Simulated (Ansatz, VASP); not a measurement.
# Cross-check of Hf9In5Ga5As10O18 (amorphous HfO2 against InGaAs(110), 7.4 A) between VASP and Ansatz, part 2 of 2

Aim: how closely do two programs agree when they are given the same cell, functional and k mesh? Of the first pair: The structure shown is the start of the Ansatz relaxation below; VASP solves that cell, so the two are compared at the walk's first step.

VASP 6.6.1 and Ansatz 0.2.0.

So far. Step 3 (VASP: single point, PBE, start cell, pair 1): The run ends at a pressure of 0.64 GPa, with forces up to 1.1 eV/Å.

**5. Ansatz: relaxation, PBE**

Level of this step: Ansatz beside VASP: Kohn-Sham DFT, plane waves, PBE (Ansatz).

This run makes the geometry at which the two programs are then compared. The cell compared in this pair holds 1819.01 Å³, against 1804.26 Å³ for the pair before.

The structure compared here is the end of the Ansatz relaxation.

Input file input.yaml:

```yaml
crystal:
  lattice:
    - [11.9, 0.0, 0.0]
    - [0.0, 8.41457, 0.0]
    - [0.0, 0.0, 18.01856]
  atoms:
    - { symbol: In, position: [0.99742, 0.997, 0.39154] }
    - { symbol: As, position: [0.14671, 0.03227, 0.05059] }
    - { symbol: Ga, position: [0.24798, 0.76685, 0.05927] }
    - { symbol: As, position: [0.39757, 0.77137, 0.15765] }
    - { symbol: In, position: [0.26192, 0.30996, 0.05003] }
    - { symbol: As, position: [0.40568, 0.27991, 0.16254] }
    - { symbol: In, position: [0.00939, 0.02742, 0.16618] }
    - { symbol: As, position: [0.14119, 0.01098, 0.2812] }
    - { symbol: Ga, position: [0.00398, 0.52675, 0.16908] }
    - { symbol: As, position: [0.12297, 0.51173, 0.28347] }
    - { symbol: In, position: [0.264, 0.27026, 0.27612] }
    - { symbol: As, position: [0.37844, 0.23602, 0.39965] }
    - { symbol: In, position: [0.26679, 0.75265, 0.27799] }
    - { symbol: As, position: [0.37749, 0.75518, 0.40406] }
    - { symbol: Ga, position: [0.00096, 0.49085, 0.39876] }
    - { symbol: As, position: [0.11311, 0.54437, 0.05289] }
    - { symbol: As, position: [0.08169, 0.99167, 0.52384] }
    - { symbol: In, position: [0.21764, 0.7428, 0.51399] }
    - { symbol: In, position: [0.24198, 0.22519, 0.51693] }
    - { symbol: As, position: [0.10049, 0.47188, 0.52026] }
    - { symbol: Ga, position: [0.49885, 0.99427, 0.38701] }
    - { symbol: As, position: [0.63848, 0.04813, 0.04586] }
    - { symbol: Ga, position: [0.76387, 0.81431, 0.05341] }
    - { symbol: As, position: [0.8813, 0.77126, 0.1661] }
    - { symbol: Ga, position: [0.76139, 0.28836, 0.06085] }
    - { symbol: As, position: [0.88208, 0.28397, 0.17094] }
    - { symbol: Ga, position: [0.5189, 0.02369, 0.15827] }
    - { symbol: As, position: [0.63086, 0.00692, 0.27727] }
    - { symbol: Ga, position: [0.52326, 0.52939, 0.16248] }
    - { symbol: As, position: [0.63372, 0.51327, 0.28007] }
[... 58 atom lines left out ...]
    - { symbol: O, position: [0.4828, 0.45133, 0.79549] }
    - { symbol: O, position: [0.84498, 0.87486, 0.96422] }
    - { symbol: O, position: [0.5633, 0.58361, 0.67353] }
    - { symbol: O, position: [0.81099, 0.37065, 0.67991] }
    - { symbol: O, position: [0.35923, 0.54033, 0.63959] }
    - { symbol: O, position: [0.1378, 0.19329, 0.70877] }
kpoints:
  mp_grid: { grid: [1, 1, 1] }
hamiltonian:
  xc: pbe
scf:
  occupations: { method: fermi_dirac, width: 0.025 }
output:
  forces: true
relax:
  f_tol: 0.08
  max_steps: 90
  cell: { fix: [a, b, alpha, beta, gamma] }
```

Run with:

```bash
$ ansatz run input.yaml --threads 4 --pin off --max-ram 15872MiB --backend cpu --events-out ev --progress --plain --runs-dir out
```

Numbers of over 12 decimals in the logs are rounded to 6 here.

Log:

```text
[...]
Crystal: 94 atoms, lattice volume = 1804.259 Å³
Basis set: ecut = 420 eV, 35259 PW (Γ), exchange–correlation on 160×120×250 points (8 copies of the dense FFT grid, shifted against one another)
Bands: 747, of which v1, the nominal top of the filled ones, is band 622 counted from 1 (621 counted from 0)
Symmetry: 1 space group operations
[...]
k-points: 1
[...]
- { symbol: O, position: [0.079694, 0.824339, 0.896145] }
    - { symbol: O, position: [0.595671, 0.257035, 0.684709] }
    - { symbol: O, position: [0.074035, 0.488120, 0.870707] }
    - { symbol: O, position: [0.922354, 0.647159, 0.807783] }
    - { symbol: O, position: [0.908873, -0.011166, 0.843473] }
    - { symbol: O, position: [0.294257, 0.739640, 0.953717] }
[...]
- { symbol: O, position: [0.538398, 0.590354, 0.683498] }
    - { symbol: O, position: [0.796808, 0.375965, 0.698405] }
    - { symbol: O, position: [0.369669, 0.512309, 0.609707] }
    - { symbol: O, position: [0.140671, 0.175021, 0.705537] }
[key lines of the parts left out:]
P = ⅓ Tr σ = 0.5070 GPa (5.070 kbar)
```

**6. VASP: single point, PBE, relaxed cell, pair 2**

The same cell, functional, mesh and smearing now go to VASP, with its own data sets.

Input file INCAR:

```
SYSTEM = Hf9In5Ga5As10O18
PREC = Accurate
ENCUT = 600
EDIFF = 1E-06
NELM = 120
ISMEAR = -1
SIGMA = 0.025
LREAL = Auto
ALGO = Normal
GGA = PE
NBANDS = 448
LASPH = .TRUE.
LORBIT = 11
LWAVE = .FALSE.
LCHARG = .FALSE.
ISIF = 2
GGA_COMPAT = .FALSE.
EFERMI = MIDGAP
NCORE = 2
```

Input file POSCAR:

```
Hf9In5Ga5As10O18
1.0
   11.9000000000      0.0000000000      0.0000000000
    0.0000000000      8.4145700000      0.0000000000
    0.0000000000      0.0000000000     18.1658760000
In As Ga Hf O
10 20 10 18 36
Direct
    0.0063700000      0.0099500000      0.3755100000
    0.2436100000      0.3055600000      0.0782500000
    0.0149600000      0.0336800000      0.1697700000
    0.2859000000      0.3024600000      0.2878600000
    0.2902500000      0.7737800000      0.2802600000
    0.1792000000      0.7908700000      0.5119300000
    0.2910500000      0.3416700000      0.5331900000
    0.5388200000      0.5310600000      0.4121900000
    0.7757100000      0.8114700000      0.4809500000
    0.8544700000      0.2995900000      0.5166900000
    0.1548300000      0.0269900000      0.0416400000
    0.4038800000      0.7807300000      0.1511400000
    0.4163000000      0.2840500000      0.1654000000
    0.1671800000      0.0365500000      0.2782000000
    0.1356600000      0.5370700000      0.2812700000
    0.4087700000      0.2720400000      0.4104700000
    0.3797900000      0.7728100000      0.4139200000
    0.1054200000      0.5392800000      0.0516400000
    0.9822600000      0.0055200000      0.5258700000
    0.0878000000      0.4835100000      0.5243300000
    0.6296700000      0.0520500000      0.0406400000
    0.8842100000      0.7802600000      0.1600700000
    0.8835400000      0.2922700000      0.1669300000
    0.6305400000      0.0244300000      0.2804100000
    0.6313200000      0.5348500000      0.2737500000
    0.8793000000      0.2679100000      0.3735800000
    0.8931000000      0.7438300000      0.3655200000
    0.6521200000      0.5538900000      0.0433000000
    0.6069600000      0.0061100000      0.5197700000
    0.6928900000      0.5243000000      0.5243500000
[... 58 atom lines left out ...]
    0.4814800000      0.4347400000      0.8052900000
    0.8482400000      0.8730900000      0.9660000000
    0.5384000000      0.5903500000      0.6835000000
    0.7968100000      0.3759600000      0.6984100000
    0.3696700000      0.5123100000      0.6097100000
    0.1406700000      0.1750200000      0.7055400000
```

Input file KPOINTS:

```
Automatic mesh
0
Gamma
1 1 1
0 0 0
```

Potentials, in the order of the species: In_d, As, Ga_d, Hf_pv and O (PBE family, release 64).

Run with:

```bash
$ mpirun -np 8 vasp_gam
```

Log:

```text
[... set-up lines as in an earlier step ...]
 entering main loop
       N       E                     dE             d eps       ncg     rms          rms(c)
DAV:   1     0.158800140877E+05    0.15880E+05   -0.36064E+05   904   0.246E+03
DAV:   2     0.351474622619E+04   -0.12365E+05   -0.11845E+05   920   0.756E+02
DAV:   3    -0.741913928597E+02   -0.35889E+04   -0.33835E+04  1112   0.321E+02
DAV:   4    -0.735174914688E+03   -0.66098E+03   -0.63762E+03  1272   0.134E+02
[...]
DAV:  20    -0.679619932691E+03    0.50222E-05   -0.34203E-05  1184   0.128E-02    0.285E-02
DAV:  21    -0.679619933626E+03   -0.93560E-06   -0.18396E-05  1128   0.823E-03    0.690E-03
DAV:  22    -0.679619934434E+03   -0.80823E-06   -0.26869E-06   792   0.551E-03
   1 F= -.67961993E+03 E0= -.67961993E+03  d E =-.965734E-06
```

From OUTCAR (step 6):

```text
  Total      -17.5455398     13.0722937     -8.9896996      9.1628159      6.2420534      1.5182618
  in kB      -15.4540418     11.5140244     -7.9180918      8.0705718      5.4979759      1.3372790
  external PRESSURE =      -3.9527031 kB  Pullay stress =       0.0000000 kB

 POSITION                                       TOTAL-FORCE (eV/Angst)
 -----------------------------------------------------------------------------------
      0.07580      0.08372      6.82147         0.007894      0.004787     -0.010932
      2.89896      2.57116      1.42148         0.004774      0.004354      0.003344
      0.17802      0.28340      3.08402        -0.002232     -0.003274      0.009852
      3.40221      2.54507      5.22923         0.003337      0.005423     -0.005570
      3.45398      6.51103      5.09117        -0.002842     -0.001878     -0.013567
      2.13248      6.65483      9.29966        -0.011740     -0.006995     -0.009664
      3.46349      2.87501      9.68586        -0.002159      0.002993     -0.009146
      6.41196      4.46864      7.48779        -0.001460     -0.004601      0.003043
      9.23095      6.82817      8.73688        -0.000697     -0.007579      0.002785
     10.16819      2.52092      9.38613         0.018395     -0.004226      0.026128
      1.84248      0.22711      0.75643        -0.008940     -0.001418     -0.048722
      4.80617      6.56951      2.74559        -0.000238      0.008757      0.008277
[...]
0.11364      4.19155      7.02147         0.007815      0.012091      0.023363
[...]
-----------------------------------------------------------------------------------
    total drift:                                0.016948      0.022772     -0.000877

  FREE ENERGIE OF THE ION-ELECTRON SYSTEM (eV)
  ---------------------------------------------------
  free  energy   TOTEN  =      -679.6199344343 eV

  energy  without entropy=     -679.6199334686  energy(sigma->0) =     -679.61993395

[... 3 further parts left out ...]
[key lines of the parts left out:]
E-fermi :   4.0454
```

The run ends at a pressure of -0.40 GPa, with forces up to 0.24 eV/Å.

**7. Differences**

What differs besides the data sets and the points named for the pairs above, as far as they apply: the data sets hold 1244 valence electrons in Ansatz (on its default PAW (the set named soft_2) files) and 756 in VASP; the cutoff is 420 eV in Ansatz and 600 eV in VASP (PREC = Accurate, projectors in real space). Total energies have different zeros and are not compared.

Both answers:

| quantity | Ansatz | VASP | difference |
| --- | --- | --- | --- |
| pressure (GPa) | 0.51 | -0.40 | +0.90 |
| gap on the k mesh (eV) | 0.719 | 0.714 | +0.005 |

Forces on 7 of the 94 atoms, those with the largest forces and the largest differences (eV/Å; atoms numbered as in POSCAR):

| atom | Ansatz x, y, z | VASP x, y, z |
| --- | --- | --- |
| Hf41 | -0.008, -0.002, -0.007 | -0.106, -0.024, -0.199 |
| Hf44 | -0.006, 0.026, 0.002 | -0.005, 0.105, -0.136 |
| Hf45 | -0.005, -0.005, 0.005 | -0.092, 0.118, 0.189 |
| Hf49 | -0.007, -0.012, -0.012 | -0.065, -0.112, -0.136 |
| Hf52 | 0.002, 0.009, 0.023 | -0.047, -0.072, 0.221 |
| O81 | -0.002, 0.005, 0.007 | -0.144, -0.131, 0.145 |
| O90 | 0.010, 0.003, -0.011 | 0.106, 0.067, -0.152 |

The forces differ by 55 meV/Å r.m.s., where the r.m.s. force is 0.007 eV/Å in Ansatz and 0.056 eV/Å in VASP: the atoms lie near their places of rest in Ansatz, so a percentage would say little (all taken over all components). A gap on the mesh is an upper bound, since the band edges may lie between its points; neither run holds spin-orbit coupling, which can move the band edges of a compound of Hf.

**8. What came out**

| Property | Result |
| --- | --- |
| r.m.s. force difference (single point, PBE, start cell, pair 1) | 21 % of the r.m.s. force |
| r.m.s. force difference (single point, PBE, relaxed cell, pair 2) | 55 meV/Å |
| difference in pressure (single point, PBE, relaxed cell, pair 2) | 0.90 GPa |

The r.m.s. force difference is 21 % of the r.m.s. force (single point, PBE, start cell, pair 1), beyond the 3 % picked in this series as the mark of a large difference. The data sets hold unlike numbers of valence electrons (1244 in Ansatz and 756 in VASP), so part of the differences comes from the potentials. What causes the difference of the single point, PBE, start cell, pair 1 pair stays open here. What causes the difference of the single point, PBE, relaxed cell, pair 2 pair stays open here. How closely two codes agree says nothing of how well the functional describes the real material.

[Lines on the potential files, build, host, timing and source positions are cut from VASP's logs without a mark.]

[Logs are printed without paths, hosts, clocks, repeated set-up lines and the standing remarks that a program may print on its own settings, such as how far it seeks lower states.]

[Hosts, paths, dates, database ids (printed as entryN), source tags and the programs' standing remarks are cut or masked in the printed files.]
